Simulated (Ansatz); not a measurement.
# AlN: levels at named points

One table from this session's results is given with a row withheld; the runs are named, their logs left out.

Program: Ansatz 0.2.0. Level of theory: DFT PBEsol, scalar-relativistic, plane waves, PAW. These are calculated values, not measurements.

That is the level of the relaxation; later steps name their own.

1 further run of the same task is left out (set aside as unsound or not needed).

**The starting structure**

Symmetry: P6_3mc, No. 186, hexagonal system. Conventional cell: a = 3.114 Å, b = 3.114 Å, c = 4.984 Å, α = 90.00°, β = 90.00°, γ = 120.00°. Al (site symmetry 3m) has 4 N at 1.89 to 1.90 Å as nearest neighbours. N (site symmetry 3m) is surrounded by 4 Al at 1.89 to 1.90 Å.

Coordinates:

```xyz
4
Lattice="3.1138 0.0000 0.0000 -1.5569 2.6967 0.0000 0.0000 0.0000 4.9836" Properties=species:S:1:pos:R:3 pbc="T T T"
Al    0.0000    1.7978   -0.0174
Al    1.5569    0.8989    2.4744
N     0.0000    1.7978    1.8863
N     1.5569    0.8989    4.3780
```

It is the result of an earlier relaxation at this level (volume 10.46 Å³/atom; gap on the mesh: 4.09 eV).

Set-up of the first run:

File input.yaml:

```yaml
crystal:
  lattice:
    - [3.1138306911, 2.9e-09, 0.0]
    - [-1.5569153481, 2.6966564802, 0.0]
    - [0.0, 0.0, 4.9835578881]
  atoms:
    - { symbol: Al, position: [0.3333333333, 0.6666666667, -0.0034967538] }
    - { symbol: Al, position: [0.6666666667, 0.3333333333, 0.4965032462] }
    - { symbol: "N", position: [0.3333333333, 0.6666666667, 0.3784967538] }
    - { symbol: "N", position: [0.6666666667, 0.3333333333, 0.8784967538] }
basis:
  ecutwfc: 420
kpoints:
  mp_grid: { grid: [9, 9, 6] }
  band_path: { path: [VBM, CBM], npoints: 2 }
hamiltonian:
  xc: pbesol
scf:
  occupations: { method: gaussian, width: 0.02 }
output:
  forces: true
  stress: true
  eigenvalues: true
```

Run with:

```bash
$ ansatz run input.yaml --threads 2 --pin off --max-ram 5120MiB --backend cpu --events-out ev --progress --plain --runs-dir out
```

Steps of the session up to this table: Band edges over the whole zone; Levels with PBEsol, 250 eV and coarse mesh; Levels with LDA; Levels with PBE0; The run at Hartree-Fock.

One of the session's tables, all rows but one given; the rest of the session is left out.

| level | gap (eV) | least direct gap (eV) |
| --- | --- | --- |
| PBEsol, 250 eV and coarse mesh | 3.93 | 3.93 |
| LDA | ? | ? |
| PBE0 | 6.26 | 6.26 |
| Hartree-Fock | 13.47 | 13.47 |

**Question.** Estimate the row for LDA.

**Answer.** gap (eV): 4.20; least direct gap (eV): 4.20. In the column «gap (eV)» it lies between PBEsol, 250 eV and coarse mesh (3.93) and PBE0 (6.26).

Gaps are by band count over the mesh and the named points; a gap of 0 means that the bands overlap or touch.

To keep in mind: Warnings in the runs' records: cutoff below recommended.
